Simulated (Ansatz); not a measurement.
Sb:

```
Sb
1.0
     3.20158    0.00000    0.00000
     0.00000    3.20158    0.00000
     0.00000    0.00000    3.20158
Sb
1
Direct
  0.00000 0.00000 0.00000
```

This isn't the form of Sb at room conditions, which is rhombohedral.

The cell isn't the ideal one: volume scaled by 1.04.

- Program: Ansatz 0.2.0
- Task: relaxation of cell and atoms
- Functional: LDA
- Potentials or basis: JTH PAW LDA
- Cutoff: 1950 eV
- Density cutoff: 9750 eV
- k mesh: 8 × 8 × 8
- Occupations: tetrahedron
- Spin: no spin polarisation

At the start: volume 32.82 Å³/atom.

Problem. Where does the relaxation end?

Solution. Over 5 steps the energy falls by 125.5 meV/atom and the volume is 27.89 Å³/atom (-15.0 %); space group Pm-3m (No. 221, to 0.05 Å).

The path:
| step | energy change (eV) | largest force (eV/Å) | volume (Å³) |
| --- | --- | --- | --- |
| 1 | 0.0000 | 0.0000 | 32.82 |
| 2 | -0.1256 | 0.0000 | 28.25 |
| 3 | -0.1258 | 0.0000 | 28.01 |
| 4 | -0.1256 | 0.0000 | 27.89 |
| 5 | -0.1255 | 0.0000 | 27.89 |

Final structure:
```
Sb
1.0
     3.03265    0.00000    0.00000
     0.00000    3.03265    0.00000
     0.00000    0.00000    3.03265
Sb
1
Direct
  0.00000 0.00000 0.00000
```

Caveat: with tetrahedron occupations forces and stress needn't match the slope of the energy.
